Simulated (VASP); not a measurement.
# Tm (Im-3m) in VASP: further runs

Runs on Tm. Level: PBE. Tasks: single point.

All numbers are computed with VASP 6.6.1; they aren't measurements. Logs are shortened: lines on timing, memory, paths and dates and some standing lists are left out, and cuts for length are marked.

**1. The undisturbed crystal**

Symmetry: Im-3m, No. 229, cubic system. Conventional cell: a = 3.941 Å, b = 3.941 Å, c = 3.941 Å, α = 90.00°, β = 90.00°, γ = 90.00°. Tm (site symmetry m-3m) has 8 Tm at 3.41 Å as nearest neighbours.

This isn't the form of Tm at room conditions, which is hcp.

**2. Single point, PBE, collinear spin, ferromagnetic start**

File INCAR:

```
ADDGRID  = F            
ALGO     = Normal         # electronic algorithm
EDIFF    = 1E-6           # SCF threshold, eV
ENCUT    = 350            # plane-wave cutoff, eV
GGA      = PE             # functional
ISIF     = 2              # what is computed and relaxed
ISMEAR   = -1             # smearing method
ISPIN    = 2              # spin polarisation
LASPH    = T              # aspherical terms in the spheres
LCHARG   = F              # write CHGCAR
LMAXMIX  = 6              # l up to which the mixer works
LORBIT   = 11             # projections on sites
LREAL    = F              # projectors in reciprocal space
LWAVE    = F              # write WAVECAR
MAGMOM   = 2              # initial moments
NELM     = 100            # most SCF steps
PREC     = Accurate       # precision mode
SIGMA    = 0.1            # smearing width, eV
```

File KPOINTS:

```
k-points
0
Gamma
  8 8 8
```

File POSCAR:

```
Tm
1.0
   -1.8621100000      1.9916120000      1.9516370000
    1.9655340000     -2.0016460000      2.0650950000
    1.8577320000      1.9972680000     -1.9616710000
Tm
1
Direct
   -0.0415270000     -0.0161680000     -0.0347540000
```

Potentials or basis: VASP PAW PBE potentials, release 64 (Tm).

On the command line:

```sh
> cat potpaw_PBE.64/Tm/POTCAR > POTCAR
> mpirun -np 1 vasp_std > vasp.out
```

OUTCAR:

```text
EDIFF = 1E-6
   ENCUT = 350
   GGA = PE
   ISIF = 2
   ISMEAR = -1
   ISPIN = 2
   LASPH = T
   LORBIT = 11
   LREAL = F
   NELM = 100
   PREC = Accurate

 Found    260 irreducible k-points:

 Following reciprocal coordinates:
            Coordinates               Weight
  0.000000  0.000000  0.000000      1.000000
  0.125000  0.000000  0.000000      2.000000
  0.250000  0.000000  0.000000      2.000000
  0.375000  0.000000  0.000000      2.000000
  0.500000  0.000000  0.000000      1.000000
  0.000000  0.125000  0.000000      2.000000
   k-points           NKPTS =    260   k-points in BZ     NKDIM =    260   number of bands    NBANDS=     16
   number of dos      NEDOS =    301   number of ions     NIONS =      1
   total plane-waves  NPLWV =  11520
   dimension x,y,z NGX =    20 NGY =   24 NGZ =   24
   dimension x,y,z NGXF=    40 NGYF=   48 NGZF=   48
   ions per type =               1
   NGX,Y,Z   is equivalent  to a cutoff of   9.92, 11.45, 11.88 a.u.
   NGXF,Y,Z  is equivalent  to a cutoff of  19.83, 22.91, 23.75 a.u.
 SYSTEM =  unknown system
   PREC   = accura    normal or accurate (medium, high low for compatibility)
   ISTART =      0    job   : 0-new  1-cont  2-samecut
   ICHARG =      2    charge: 1-file 2-atom 10-const
   ISPIN  =      2    spin polarized calculation?
   LNONCOLLINEAR =      F non collinear calculations
   LSORBIT =      F    spin-orbit coupling
   LASPH  =      T    aspherical Exc in radial PAW
   ENCUT  =  350.0 eV  25.72 Ry    5.07 a.u.   5.11  5.31  5.13*2*pi/ulx,y,z
   NELM   =    100;   NELMIN=  2; NELMDL= -5     # of ELM steps
   EDIFF  = 0.1E-05   stopping-criterion for ELM
   LREAL  =      F    real-space projection
   EDIFFG = 0.1E-04   stopping-criterion for IOM
   NSW    =      0    number of steps for IOM
   IBRION =     -1    ionic relax: 0-MD 1-quasi-New 2-CG
   NFREE  =      0    steps in history (QN), initial steepest desc. (CG)
   ISIF   =      2    stress and relaxation
   ISYM   =      2    0-nonsym 1-usesym 2-fastsym
   POTIM  = 0.5000    time-step for ionic-motion
   TEBEG  =    0.0;   TEEND  =   0.0 temperature during run
   PSTRESS=    0.0 pullay stress
   NELECT =      23.0000    total number of electrons
   NUPDOWN=      -1.0000    fix difference up-down
   EMIN   =  10.00;   EMAX   =-10.00  energy-range for DOS
   EFERMI =   0.00;   METHOD = LEGACY
   ISMEAR =    -1;   SIGMA  =   0.10  broadening in eV -4-tet -1-fermi 0-gaus
   EFERMI_NEDOS =   21; number of points for ismear=-14 and -15
   IALGO  =     38    algorithm
   IMIX   =      4    mixing-type and parameters
     AMIX     =   0.40;   BMIX     =  1.00
     AMIX_MAG =   1.60;   BMIX_MAG =  1.00
  volume/ion in A,a.u.               =      30.61       206.55
  Fermi-wavevector in a.u.,A,eV,Ry     =   1.488367  2.812605 30.140106  2.215235
  Thomas-Fermi vector in A             =   2.601410
   LORBIT       =     11    0 simple, 1 ext, 2 COOP (PROOUT), +10 PAW based schemes
   GGA     = PE    functional components
   LHFCALC =     F    Hartree Fock is set to
   AEXX    =    0.0000 exact exchange contribution
   IVDW    =     0    specifies the selected vdW correction
   LEPSILON=     F    determine dielectric tensor
   LRPA    =     F    only Hartree local field effects (RPA)
 spin polarized calculation
  energy-cutoff  :      350.00
  volume of cell :       30.61
 maximum number of plane-waves:       467
   NGX = 11   NGY = 11   NGZ = 11

 number of electron      23.0000000 magnetization       1.1546086

 Free energy of the ion-electron system (eV)
  ---------------------------------------------------
  ext. energy  EPLUGINS =         0.00000000
  ---------------------------------------------------
  free energy    TOTEN  =        -4.10393925 eV

  energy without entropy =       -3.88478513  energy(sigma->0) =       -3.99436219

 E-fermi :   2.2711     XC(G=0): -10.1958

 val. band max:        2.2709321496   @ k =   0.3750   0.1250   0.2500
 cond. band min:       2.2714011085   @ k =   0.2500   0.2500   0.3750
 fundamental gap:      0.0004689589
 Fermi energy:         2.2711060019

 spin component 1

 k-point     1 :       0.0000    0.0000    0.0000
  band No.  band energies     occupation
      1     -48.2020      1.00000
      2     -21.1600      1.00000
      3     -21.1379      1.00000
      4     -21.1125      1.00000
      5      -3.0329      1.00000
      6       0.6763      1.00000
[... 8 lines left out ...]
     15       5.4830      0.00000
     16       7.0911      0.00000
[... 77 lines left out ...]
 k-point     6 :       0.0000    0.1250    0.0000
  band No.  band energies     occupation
      1     -48.1966      1.00000
      2     -21.2449      1.00000
      3     -21.1619      1.00000
      4     -21.1157      1.00000
      5      -2.6009      1.00000
      6       0.6814      1.00000
[... 8 lines left out ...]
     15       5.8640      0.00000
     16       7.1571      0.00000

 [... further k-points ...]

 spin component 2

 k-point     1 :       0.0000    0.0000    0.0000
  band No.  band energies     occupation
      1     -47.6667      1.00000
      2     -20.7907      1.00000
      3     -20.7686      1.00000
      4     -20.7448      1.00000
      5      -3.1271      1.00000
      6       1.8159      0.98956
[... 8 lines left out ...]
     15       5.5417      0.00000
     16       7.1000      0.00000
[... 77 lines left out ...]
 k-point     6 :       0.0000    0.1250    0.0000
  band No.  band energies     occupation
      1     -47.6611      1.00000
      2     -20.8804      1.00000
      3     -20.7936      1.00000
      4     -20.7482      1.00000
      5      -2.6906      1.00000
      6       1.7880      0.99208
[... 8 lines left out ...]
     15       5.9287      0.00000
     16       7.1768      0.00000

 [... further k-points ...]

------------------------ aborting loop because EDIFF is reached ----------------------------------------

  FORCE on cell =-STRESS in cart. coord.  units (eV):
  Direction    XX          YY          ZZ          XY          YZ          ZX
  --------------------------------------------------------------------------------------
  -------------------------------------------------------------------------------------
  Total        0.5898801      0.4578768      0.3986075     -0.0082188      0.0302112     -0.3201878
  in kB       30.8781854     23.9682695     20.8657263     -0.4302253      1.5814506    -16.7607250
  external PRESSURE =      25.2373937 kB  Pullay stress =       0.0000000 kB

 VOLUME and BASIS-vectors are now :
 -----------------------------------------------------------------------------
  energy-cutoff  :      350.00
  volume of cell :       30.61
      direct lattice vectors                 reciprocal lattice vectors
    -1.862110000  1.991612000  1.951637000    -0.006468339  0.251318090  0.249752960
     1.965534000 -2.001646000  2.065095000     0.255000420  0.000889619  0.242395002
     1.857732000  1.997268000 -1.961671000     0.262009400  0.250969113 -0.006119362

 POSITION                                       TOTAL-FORCE (eV/Angst)
 -----------------------------------------------------------------------------------
      1.94214      1.86748      2.00880        -0.000000      0.000000      0.000000
 -----------------------------------------------------------------------------------
    total drift:                                0.000061     -0.000013      0.000015

  FREE ENERGIE OF THE ION-ELECTRON SYSTEM (eV)
  ---------------------------------------------------
  free  energy   TOTEN  =        -4.1039392460 eV

  energy  without entropy=       -3.8847851285  energy(sigma->0) =       -3.99436219

 total charge

# of ion       s       p       d       f       tot
--------------------------------------------------
    1        2.216   5.928   0.393  12.516  21.053

 magnetization (x)

# of ion       s       p       d       f       tot
--------------------------------------------------
    1        0.004  -0.029  -0.027   1.277   1.224
```

It took 5.5 min on 1 thread of Intel Xeon Platinum 8259CL at 2.50GHz (Skylake/Cascade Lake), shared host; peak memory 0.25 GiB.

These settings aren't checked as converged: the numbers below hold their error.

Results:

```
Free energy                                           : -4.1039 eV
Band gap on the k mesh                                : none (metal or under the smearing width)
Net moment                                            : 1.15 μB per cell
Site moments                                          : Tm +1.22 μB
Valence electrons inside the program's atomic spheres : Tm 21.05
```

Caveat: the cutoff is under 1.25 times the usual one of these potentials, so pressure, stress and relaxed cells hold a basis-set (Pulay) error; the magnetic or orbital state may not be the lowest; spin-orbit coupling is left out, which moves the levels of the heavy elements.

(Part 1 of 2 ends here.)
